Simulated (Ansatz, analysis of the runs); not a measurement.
**Twisting the rings, from 4,4'-biphenylene with isocyanide ends, rings twisted by 0 degrees, between Au (111) faces with adatoms**

Wanted: G at twists from flat to perpendicular.

Program: Ansatz 0.2.0. Level of theory: DFT PBE, plane waves, PAW; transmission of a junction between electrodes. Results are calculated unless marked as measured.

## (1) The structure

The cell holds 98 atoms: 74 Au, 14 C, 2 N and 8 H. Cell: a = 8.825 Å, b = 8.825 Å, c = 37.543 Å, α = 90.0°, β = 90.0°, γ = 60.0°. Electrodes: Au (111) 3x3 face with an adatom; the apex atoms were set 16.263 Å apart; the free molecule is [C-]#[N+]c1ccc(-c2ccc([N+]#[C-])cc2)cc1. Regions: lower lead, 37 atoms (37 Au); bridge, 24 atoms (14 C, 2 N and 8 H); upper lead, 37 atoms (37 Au). The structure is stacked along c, and the current runs across the ab planes.

## (2) Transmission between the leads, twist 0 degree

The cell is now read as a scatterer between two semi-infinite leads, named by two sites one period apart. The scattering states in its self-consistent potential are matched to the leads' states at each energy. A mesh across the current samples the surface zone of the faces.

File input.yaml:

```yaml
crystal:
  lattice:
    - [8.8246926292, 0.0, 0.0]
    - [4.4123463146, 7.6424079975, 0.0]
    - [0.0, 0.0, 37.5432055924]
  atoms:
    - { symbol: Au, position: [0.722222222, 0.722222222, 0.0] }
    - { symbol: Au, position: [0.722222222, 0.055555556, 0.0] }
    - { symbol: Au, position: [0.722222222, 0.388888889, 0.0] }
    - { symbol: Au, position: [0.055555556, 0.722222222, 0.0] }
    - { symbol: Au, position: [0.055555556, 0.055555556, 0.0] }
    - { symbol: Au, position: [0.055555556, 0.388888889, 0.0] }
    - { symbol: Au, position: [0.388888889, 0.722222222, 0.0] }
    - { symbol: Au, position: [0.388888889, 0.055555556, 0.0] }
    - { symbol: Au, position: [0.388888889, 0.388888889, 0.0] }
    - { symbol: Au, position: [0.833333333, 0.833333333, 0.063973683] }
    - { symbol: Au, position: [0.833333333, 0.166666667, 0.063973683] }
    - { symbol: Au, position: [0.833333333, 0.5, 0.063973683] }
    - { symbol: Au, position: [0.166666667, 0.833333333, 0.063973683] }
    - { symbol: Au, position: [0.166666667, 0.166666667, 0.063973683] }
    - { symbol: Au, position: [0.166666667, 0.5, 0.063973683] }
    - { symbol: Au, position: [0.5, 0.833333333, 0.063973683] }
    - { symbol: Au, position: [0.5, 0.166666667, 0.063973683] }
    - { symbol: Au, position: [0.5, 0.5, 0.063973683] }
    - { symbol: Au, position: [0.944444444, 0.944444444, 0.127947365] }
    - { symbol: Au, position: [0.944444444, 0.277777778, 0.127947365] }
    - { symbol: Au, position: [0.944444444, 0.611111111, 0.127947365] }
    - { symbol: Au, position: [0.277777778, 0.944444444, 0.127947365] }
    - { symbol: Au, position: [0.277777778, 0.277777778, 0.127947365] }
    - { symbol: Au, position: [0.277777778, 0.611111111, 0.127947365] }
    - { symbol: Au, position: [0.611111111, 0.944444444, 0.127947365] }
    - { symbol: Au, position: [0.611111111, 0.277777778, 0.127947365] }
    - { symbol: Au, position: [0.611111111, 0.611111111, 0.127947365] }
    - { symbol: Au, position: [0.055555556, 0.055555556, 0.191921048] }
    - { symbol: Au, position: [0.055555556, 0.388888889, 0.191921048] }
    - { symbol: Au, position: [0.055555556, 0.722222222, 0.191921048] }
[... 7 lines left out ...]
    - { symbol: C, position: [0.50000088, 0.499999971, 0.305626115] }
    - { symbol: "N", position: [0.500001387, 0.499999954, 0.336842837] }
    - { symbol: C, position: [0.500001864, 0.500000019, 0.373810898] }
    - { symbol: C, position: [0.658574503, 0.427204926, 0.391952561] }
    - { symbol: C, position: [0.657957682, 0.427547453, 0.429169818] }
    - { symbol: C, position: [0.500002768, 0.499998339, 0.448403232] }
    - { symbol: C, position: [0.342047359, 0.572450738, 0.429169955] }
    - { symbol: C, position: [0.341429681, 0.572794841, 0.391952704] }
    - { symbol: C, position: [0.500002856, 0.499996565, 0.487623096] }
    - { symbol: C, position: [0.657961144, 0.427482871, 0.506856498] }
    - { symbol: C, position: [0.658571479, 0.427262397, 0.544073753] }
    - { symbol: C, position: [0.500002126, 0.49999618, 0.56221542] }
    - { symbol: C, position: [0.341433227, 0.57272954, 0.544073626] }
    - { symbol: C, position: [0.342044267, 0.572509387, 0.506856381] }
    - { symbol: "N", position: [0.500001587, 0.499997026, 0.599183469] }
    - { symbol: C, position: [0.500001007, 0.499998113, 0.630400202] }
    - { symbol: H, position: [0.781513025, 0.370412931, 0.377457683] }
    - { symbol: H, position: [0.782468881, 0.369093947, 0.443240435] }
    - { symbol: H, position: [0.217536533, 0.63090343, 0.443240691] }
    - { symbol: H, position: [0.218490831, 0.629587081, 0.377457939] }
    - { symbol: H, position: [0.782328006, 0.371732442, 0.492785844] }
    - { symbol: H, position: [0.781468457, 0.371246333, 0.558568642] }
    - { symbol: H, position: [0.218535815, 0.628745532, 0.558568399] }
    - { symbol: H, position: [0.217677674, 0.628260197, 0.49278564] }
[... 29 lines left out ...]
    - { symbol: Au, position: [0.611111111, 0.944444444, 0.936026317] }
    - { symbol: Au, position: [0.611111111, 0.277777778, 0.936026317] }
    - { symbol: Au, position: [0.944444444, 0.611111111, 0.936026317] }
    - { symbol: Au, position: [0.944444444, 0.944444444, 0.936026317] }
    - { symbol: Au, position: [0.944444444, 0.277777778, 0.936026317] }
    - { symbol: Au, position: [0.277777778, 0.611111111, 0.936026317] }
    - { symbol: Au, position: [0.277777778, 0.944444444, 0.936026317] }
    - { symbol: Au, position: [0.277777778, 0.277777778, 0.936026317] }
kpoints:
  mp_grid: { grid: [4, 4, 1] }
scf:
  occupations: { method: fermi_dirac, width: 0.1 }
hamiltonian:
  xc: pbe
output:
  transmission: { leads: [[89, 0]], e_range: [-0.7, 0.7], de: 0.035, kmesh: [4, 4] }
  dos: { projected: true, e_range: [-5, 4] }
  write_potential: true
  write_density: true
  volumetric_format: npy
```

Launch:

```
$ ansatz run input.yaml --threads 16 --pin off --max-ram 61440MiB --backend cuda --events-out ev --progress --plain --runs-dir out --max-vram 78GiB
```

Numbers of over 12 decimals in the logs are rounded to 6 here.

Output:

```text
Engine: ansatz 0.2.0, aarch64-unknown-linux-gnu
Pseudopotentials: kind: paw
Pseudopotential: Au, paw, valence charge 19, recommended cutoff 420 eV (normal), Au.paw.azcp
Pseudopotential: C, paw, valence charge 4, recommended cutoff 420 eV (normal), C.paw.azcp
Pseudopotential: N, paw, valence charge 5, recommended cutoff 420 eV (normal), N.paw.azcp
Pseudopotential: H, paw, valence charge 1, recommended cutoff 420 eV (normal), H.paw.azcp
Functional definition: PBE
  parameter kappa = 0.804
  parameter beta = 0.066725
  exchange = pbe_x(kappa = kappa, mu = beta*pi^2/3)
  correlation = pbe_c(beta = beta)
[...]
Crystal: 98 atoms, lattice volume = 2531.985 Å³
Basis set: ecut = 420 eV, 49523 PW (Γ)
Bands: 888, of which v1, the nominal top of the filled ones, is band 740 counted from 1 (739 counted from 0)
Symmetry: 1 space group operations
Space group: P1 (ITA 1), of the structure as read, at distance tolerance 1.4e-4 Å
k-points: 10 of 16 (time reversal used)
Non-local potential: Au, projectors of the file, l = 0: 3, l = 1: 2, l = 2: 2, l = 3: 1
Non-local potential: C, projectors of the file, l = 0: 2, l = 1: 2, l = 2: 1
Non-local potential: N, projectors of the file, l = 0: 2, l = 1: 2, l = 2: 1
Non-local potential: H, projectors of the file, l = 0: 2, l = 1: 1
PAW form: soft (Blöchl's): semilocal exchange-correlation on the pseudo side does not see the compensation charge
PAW one-centre angular grid: Au, 590 points (default); XC on 64 Gauss nodes
PAW one-centre angular grid: C, 110 points (default); XC on 64 Gauss nodes
PAW one-centre angular grid: N, 110 points (default); XC on 64 Gauss nodes
PAW one-centre angular grid: H, 110 points (default); XC on 64 Gauss nodes
Initial density: superposition of atomic densities (neutral atoms: chi_scale 0, normalization atom), corrected by the library's trained network
Initial wavefunctions: pseudopotential atomic-orbital guess
[...]
Functional: x = pbe(κ = 0.804, μ = 0.219515), c = pbe(β = 0.066725)
SCF iter   1: F=—  HF=-977449.820614 eV  |F-HF|=—  |Δ(HF+E_count)|=         —  Δρ=3.97e-3  dr2=1.07e1  ethr=1.77e-3  ⟨swp⟩=6.0  Hψ=33138  notcnv=0  defer=539
preconditioner: auto → LDOS  [metal: Δε(μ)=0.047 eV  Ē_g=9.088 eV  σ=0.100 eV  W_gap=0.12  n_scr=700 (ndim 8)  ℏωp=22.0 eV  f_vac=0.385  D(μ)=30.49/eV (n_scr^D=136)  β→1.0]
SCF iter   2: F=—  HF=-977452.161850 eV  |F-HF|=—  |Δ(HF+E_count)|=    2.34e0  Δρ=1.32e-2  dr2=1.24e2  ethr=7.26e-4  ⟨swp⟩=2.0  Hψ=14939  notcnv=0  defer=1028  recentre
SCF iter   3: F=—  HF=-977449.595235 eV  |F-HF|=—  |Δ(HF+E_count)|=    2.57e0  Δρ=2.75e-3  dr2=4.89e0  ethr=7.26e-4  ⟨swp⟩=2.1  Hψ=15088  notcnv=0  defer=882
SCF iter   4: F=—  HF=-977449.249741 eV  |F-HF|=—  |Δ(HF+E_count)|=   3.45e-1  Δρ=1.51e-3  dr2=5.26e-1  ethr=3.30e-4  ⟨swp⟩=2.0  Hψ=10246  notcnv=0  defer=930
SCF iter   5: F=—  HF=-977449.204796 eV  |F-HF|=—  |Δ(HF+E_count)|=   4.49e-2  Δρ=8.04e-4  dr2=3.98e-1  ethr=3.55e-5  ⟨swp⟩=2.0  Hψ=12636  notcnv=0  defer=930
SCF iter   6: F=—  HF=-977449.154020 eV  |F-HF|=—  |Δ(HF+E_count)|=   5.08e-2  Δρ=5.91e-4  dr2=2.54e-1  ethr=2.69e-5  ⟨swp⟩=1.6  Hψ=10238  notcnv=0  defer=939
[...]
SCF iter  12: F=—  HF=-977449.144659 eV  |F-HF|=—  |Δ(HF+E_count)|=   7.48e-7  Δρ=5.69e-6  dr2=1.44e-5  ethr=2.12e-9  ⟨swp⟩=2.0  Hψ=12261  notcnv=0  defer=930
SCF iter  13: F=—  HF=-977449.144658 eV  |F-HF|=—  |Δ(HF+E_count)|=   7.51e-7  Δρ=1.40e-6  dr2=8.44e-7  ethr=9.70e-10  ⟨swp⟩=1.0  Hψ=7873  notcnv=0  defer=930
SCF iter  14: F=-977449.144658 eV  HF=-977449.144658 eV  |F-HF|=1.40e-9  |Δ(HF+E_count)|=   2.68e-8  Δρ=3.35e-7  dr2=2.95e-9  ethr=6.76e-12  ⟨swp⟩=11.8  Hψ=37203  notcnv=0
SCF 1 converged in 14 iterations: F = -977449.144658 eV  dr2 = 2.95e-9
  greatest PAW one-centre occupation: 1.000 electrons in one spin orbital (limit 2), on the Au atom at site 32 (counted from 0), in its partial waves of l = 0
transmission: 72 of 570 steps passed
transmission: 120 of 570 steps passed
[...]
transmission: 513 of 570 steps passed
[...]
SCF converged after 14 iterations
[...]
--- Transmission ---
  basis      : 595 plane waves across, 57 finite elements along
  points     : 10, standing for a mesh of 4 x 4
  on the GPU : 8 of these points; the CPU solved the others: they were too small for the GPU, or it had no memory for them, could not solve them or had refused or failed an earlier call
  filling    : by the input's occupations and mesh, since the crystals that have channels conduct as metals do. If one of these is a semiconductor, that mesh has misplaced its level
  energies   : 41 from -0.700000 to 0.700000 eV about the Fermi level, 0.035000 eV apart; the leads are filled to 0.000000 eV, and channels, transmission and decay are at 0.000000 eV
  crystal 0  : Au9, at the sites [89, 0], period 2.4018 Å, over 19.21 Å; its Hamiltonian steps by up to 21.5 meV
    offset         : up to 0.0000 Å between an atom of the period and one for which it stands
    filled         : 0.3 meV over the level at which it is neutral
    channels       : 7.687500e0 a spin
    conductance    : 8.8288e14 S/m² at 300 K; may be off by some 0.0 % by where its bands' edges are placed, 11.4 % from the k-mesh, 0.0 % from the distance to neutral
  junction   : crystal 0 to crystal 0, -0.50 to 34.64 Å
    transmission   : 1.550830e-2 a spin
    conductance    : 2.0950e12 S/m² at 300 K (2.1117e12 on every other point, 2.1037e12 on every other energy)
    error estimate : 0.4 % from the energy spacing and 2.4 % from band edges of the leads and from resonances (wavevectors taken as independent; lower de), 4.5 % from the k-mesh, 46.5 % from the steps of its leads' Hamiltonians or their offsets (lay more layers), 0.3 % from the distance to neutral
    resistance     : 4.7620e-1 Ω µm² beyond half of each lead's own
```

The job ended after 13 min (1 × NVIDIA GB200 with 16 threads of Arm Neoverse V2, shared host; peak memory 20 GiB; 2.2 h of CPU time).

This step gave:

```yaml
energy_at_zero_smearing: -977448.6542 eV
transmission_at_the_energy_nearest_the_fermi_level_one_spin: 0.01551
step_of_the_lead_s_hamiltonian: 21.5 meV
conductance_of_the_junction: 0.01824 G₀
conductance_of_the_bulk_lead_a_3x3_cell_mean_over_the_mesh: 7.685 G₀
channels_of_the_bulk_lead_one_spin_mean_over_the_mesh: 7.688
```

Table of transmission, one spin by energy, zero at the Fermi level:

```csv
energy (eV),"transmission, one spin"
-0.700,4.6e-4
-0.630,5.6e-4
-0.560,6.8e-4
-0.490,8.5e-4
-0.420,0.00114
-0.350,0.00156
-0.315,0.00184
-0.245,0.00268
-0.175,0.00405
-0.105,0.00649
-0.035,0.0113
0.000,0.0155
0.035,0.0220
0.105,0.0512
0.175,0.164
0.245,0.740
0.280,0.907
0.315,0.657
0.350,0.342
0.420,0.132
0.490,0.0800
0.560,0.0603
0.630,0.0519
0.700,0.0491
```

The open channels of the lead, one spin by energy, zero at the Fermi level:

```csv
energy (eV),"open channels of the lead, one spin"
-0.700,5.69
-0.630,5.81
-0.560,5.81
-0.490,5.81
-0.420,6.56
-0.350,6.56
-0.315,7.31
-0.245,7.69
-0.175,7.69
-0.105,7.69
-0.035,7.69
0.000,7.69
0.035,7.69
0.105,7.69
0.175,7.69
0.245,7.31
0.315,7.31
0.350,7.31
0.420,7.31
0.490,7.31
0.560,7.31
0.630,7.31
0.700,7.31
```

The planar mean of the electrostatic potential energy, less the Fermi level oscillates, so the rows of the table below give means over windows of 1 Å about each position, cut where the curve ends. Its first 14 maxima inside the range that stand out by 2 % of the span (Å: eV): 1.2: 0.908, 3.5: 0.800, 5.9: 0.534, 8.7: 3.15, 10.7: 4.01, 13.3: 2.66, 15.4: 2.18, 17.5: 2.29, 19.7: 2.12, 24.6: 4.03, 26.4: 3.12, 29.0: 0.797, 31.5: 0.937, 33.9: 0.845. Its minima: 2.3: -16.1, 4.7: -16.0, 7.2: -16.0, 9.5: 2.48, 12.8: 2.22, 14.5: 0.0773, 16.3: 0.0381, 18.8: 0.0177, 20.5: 0.0986, 25.8: 2.49, 27.9: -15.9, 30.2: -15.9, 32.7: -16.2, 35.0: -16.1.

The planar mean of the electrostatic potential energy, less the Fermi level by z; means over each step:

z (Å), planar mean of the electrostatic potential energy, less the Fermi level (eV) and a bar from the least value:
```
        0      -13.7 
        1       -2.7 ###################
        2      -10.8 #####
        3       -7.9 ##########
        4       -4.9 ###############
        5      -13.0 #
        6       -1.8 #####################
        7      -12.7 ##
        8       -4.1 #################
        9        2.7 #############################
       10        3.2 ##############################
       11        3.4 ##############################
       12        2.8 #############################
       13        2.4 ############################
       14        1.0 ##########################
       15        1.0 ##########################
       16        0.7 #########################
       17        1.2 ##########################
       18        1.5 ###########################
       19        0.5 #########################
       20        1.3 ##########################
       21        0.7 #########################
       22        2.4 ############################
       23        2.7 #############################
       24        3.2 ##############################
       25        3.4 ##############################
       26        2.7 #############################
       27       -2.0 ####################
       28      -13.4 
       29       -2.2 ####################
       30      -11.6 ####
       31       -6.8 ############
       32       -5.8 ##############
       33      -12.4 ##
       34       -1.9 #####################
       35      -13.3 #
       36       -4.2 #################
       37       -8.0 ##########
```

By hand: the program gives 2.0950 × 10^12 S/m² over the cell's cross-section of 67.44 Å² = 6.744 × 10^-19 m², so one cell conducts 1.413 × 10^-6 S. Divided by G0 = 2e²/h = 7.748 × 10^-5 S this is 0.0182 G0, a resistance of 708 kΩ.

The conductance is 0.0182 G₀. The value hangs on where a semilocal functional puts the molecule's levels, which is known only roughly. The lead's Hamiltonian steps by 21.5 meV, which the program lets pass, though it counts in the error estimate. The largest term of the program's error estimate is 46 %, from the steps of its leads' Hamiltonians or their offsets.

## (3) Landauer integrals

This step: Landauer integrals over the computed T(E), interpolated linearly between its energies (analysis of the runs above).

Conductance and thermopower are moments of T(E) over the thermal window; sliding the window along E stands for a gate that leaves T(E) rigid.

This step gave:

* conductance at 300 K, interpolated from T(E): 0.01853 G₀
* thermopower at 300 K: -90.83 μV/K
* Lorenz number over L0: 1.451

T(E) held rigid; rough near sharp steps of T(E). Conductance at 300 K against shift of the leads' level:

```csv
shift of the leads' level (eV),conductance at 300 K (G₀)
-0.300,0.00208
-0.250,0.00274
-0.200,0.00368
-0.150,0.00513
-0.100,0.00741
-0.050,0.0113
0.000,0.0185
0.050,0.0336
0.100,0.0695
0.150,0.161
0.200,0.365
0.250,0.615
0.300,0.632
0.350,0.411
```

T(E) held rigid; rough near sharp steps of T(E). Thermopower at 300 K against shift of the leads' level:

```csv
shift of the leads' level (eV),thermopower at 300 K (μV/K)
-0.300,-39.5
-0.250,-43.1
-0.200,-47.7
-0.150,-53.6
-0.100,-61.6
-0.050,-73.5
0.000,-90.8
0.050,-113
0.100,-132
0.150,-129
0.200,-92.7
0.250,-34.6
0.300,26.2
0.350,75.4
```

The two levels move by half the bias each and T(E) is held rigid. Table of current from the zero-bias T(E) by bias:

```csv
bias (V),current from the zero-bias T(E) (μA)
0.000,0
0.100,0.153
0.200,0.378
0.300,0.822
0.400,1.82
0.500,3.75
0.600,6.28
0.700,8.34
0.800,9.53
```

By hand, Mott's formula: S = −(π²k²T/3e) d ln T/dE, and π²k²T/3e = 7.33 μV/K × eV at 300 K. The computed T is 0.00848 at -0.070 eV and 0.0329 at +0.070 eV, so d ln T/dE ≈ 9.68 per eV and S ≈ -70.9 μV/K, against -90.8 from the integrals.

The thermopower is -90.8 μV/K. The Lorenz ratio is 1.45, where the Wiedemann-Franz law gives 1. These values rest on a semilocal level alignment and on the mesh across the current. Moving the level by up to 0.1 eV either way gives -132 to -62 μV/K.

(Continued in part 2 of 3.)

[Logs are printed without paths, hosts, clocks, repeated set-up lines and the standing remarks that a program may print on its own settings, such as how far it seeks lower states.]

[Hosts, paths, dates, database ids (printed as entryN), source tags and the programs' standing remarks are cut or masked in the printed files.]
